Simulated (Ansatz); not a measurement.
Consider the ligand exchange at the Si–O bond: `C[SiH2]OC(C)=O` + `BS` → `BS[SiH2]C` + `CC(=O)O`.

Calculated with Ansatz (gas phase, PBE0-D4/def2-TZVP geometries, no zero-point term in ΔE). CCSD(T)/CBS adds triple-zeta CCSD(T) − MP2 to the extrapolated MP2 energy (def2 sets, frozen cores). This one scheme is used for every species. DFT in def2-TZVPP. B3LYP here is the variant with VWN-RPA as its local correlation; programs differ in this. One conformer a species, not always the lowest.

```
             level  ΔE (kJ/mol)  difference from CCSD(T)/CBS
            PBE-D4         20.9                        -12.6
         r2SCAN-D4         30.7                         -2.8
           PBE0-D4         23.3                        -10.2
          B3LYP-D4         35.4                          1.9
           ωB97X-V         34.0                          0.5
           ωB97M-V         34.3                          0.8
            B2PLYP         36.7                          3.2
               PBE         21.5                        -12.0
            r2SCAN         30.5                         -3.0
              PBE0         23.7                         -9.8
             B3LYP         36.7                          3.2
     HF/def2-TZVPP         45.9                         12.4
    MP2/def2-TZVPP         32.5                         -1.0
SCS-MP2/def2-TZVPP         37.4                          3.9
   CCSD/def2-TZVPP         38.5                          5.0
CCSD(T)/def2-TZVPP         36.5                          3.0
     HF/def2-QZVPP         47.1                         13.6
    MP2/def2-QZVPP         31.2                         -2.3
SCS-MP2/def2-QZVPP         35.9                          2.4
      HF/CBS(def2)         47.3                         13.8
     MP2/CBS(def2)         29.5                         -4.0
    CCSD/CBS(def2)         35.5                          2.0
       CCSD(T)/CBS         33.5                            0
```

Largest T1 diagnostic among the species: 0.015.

In def2-TZVPP, CCSD(T) changes the Hartree–Fock value by −9.4 kJ/mol (the triples alone add −2.0 kJ/mol) and MP2 by −13.4 kJ/mol.

CCSD(T)/CBS has its own doubt, a few kJ/mol and more with outer-core shells, so smaller differences from it don't rank the levels.
